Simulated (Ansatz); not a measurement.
**What a change of settings does: Cu (sc type)**

First run: DFT, PBE, PAW with Ansatz's default frozen-core files, scalar-relativistic (Ansatz 0.2.0).

Command: `ansatz run input.yaml --threads 1 --pin off --max-ram 2048MiB --backend cpu --events-out ev --progress --plain --runs-dir out` It took 1.3 s on 1 thread of Intel(R) Xeon(R) 6975P-C (Granite Rapids), on a shared host, peak memory 0.35 GiB.

```yaml
crystal:
  lattice:
    - [2.1856283719, 0.0, 0.0]
    - [0.0, 2.1856283719, 0.0]
    - [0.0, 0.0, 2.1856283719]
  atoms:
    - { symbol: Cu, position: [0.0, 0.0, 0.0] }
kpoints:
  mp_grid: { grid: [16, 16, 16] }
scf:
  occupations: { method: fermi_dirac, width: 0.05 }
hamiltonian:
  xc: pbe
  pseudopotentials: { kind: paw }
output:
  forces: true
  stress: true
  eigenvalues: true
  populations: true
```

The cell comes from a relaxation on PAW files under the same functional, begun from a prototype that needn't be the stable phase.

This run: volume at 0.75 of the series' base cell.

It converges in 6 SCF iterations at a pressure of 60.5 GPa, cutoff 420 eV.

The input is then changed:

```diff
   xc: pbe
-  pseudopotentials: { kind: paw }
+  pseudopotentials: { kind: nc }
 output:
   populations: true
+  write_density: true
+  write_potential: true
+  elf: true
+  volumetric_format: npy
```

Q: What does the second run give?

A: It converges in 6 SCF iterations at a pressure of 61.1 GPa, cutoff 1252 eV. More than one line changes, and not each need have an effect. Results part of its log:
```
SCF 1 converged in 6 iterations: F = -5162.671924 eV  dr2 = 2.91e-9
SCF converged after 6 iterations
Free energy (F): -5162.671924 eV
Harris-Foulkes:  -5162.671924 eV  (|F-HF|=7.35e-10)
Internal energy: -5162.670552 eV  (E = F + TS)
E sigma→0 (E₀):  -5162.671238 eV
Entropy (-TS):   -0.001372 eV (-1.372 meV/atom)
Fermi energy:    20.024374 eV
--- Per-component energies (eV) ---
  E_band       = -301.486534
  E_kinetic    = 2377.065175
  E_local      = -4123.943840  (includes V_loc(G=0)·N_el)
  E_nonlocal   = -914.023192
  E_hartree    = 1509.454226
  E_xc         = -637.125960
  E_vxc        = -659.493420  (∫ρ·V_xc dr)
  E_ewald      = -3374.096961
  E_smearing   = -0.001372  (= −TS)
  E_closure    = -0.000000  (closes the sum)
  Σ components = -5162.671924   (vs F -5162.671924, Δ=0.00e0)
--- Forces (eV/Å), atoms counted from 1 ---
  atom   1  Cu    -0.00000000    -0.00000000     0.00000000
  max |Σ_I F_I| component: 9.04e-32 eV/Å
--- Stress (GPa, compression-positive) ---
       61.148818      -0.000000       0.000000
       -0.000000      61.148818       0.000000
       -0.000000       0.000000      61.148818
  P = ⅓ Tr σ = 61.1488 GPa (611.488 kbar)
--- Band table (eV; the first three rows and the last of 165) ---
  k-point 0: bands = ["-92.6917", "-49.9186", "-49.9186", "-49.9186", "9.9618", "14.8715", "14.8715", "18.7255", "18.7255", "18.7255", "40.9560", "40.9560", "40.9560", "44.8787"]
  k-point 1: bands = ["-92.6902", "-49.9308", "-49.9175", "-49.9175", "10.0930", "14.8900", "14.9321", "18.6749", "18.6749", "18.7295", "39.1562", "41.1332", "41.1332", "44.9075"]
  k-point 2: bands = ["-92.6859", "-49.9656", "-49.9147", "-49.9147", "10.4798", "14.9429", "15.1095", "18.5329", "18.5329", "18.7410", "36.2253", "41.6551", "41.6551", "44.9943"]
  k-point 164: bands = ["-92.5762", "-50.1651", "-50.1651", "-50.1651", "15.2842", "15.2842", "15.2842", "19.5969", "19.5969", "32.4868", "32.4868", "32.4868", "34.1919", "38.0150"]
--- Löwdin populations: 1 site ---
  site symbol       q [e]
     0     Cu     18.8294
  spilling = 0.008977 (of n_electrons = 19.000000)
```
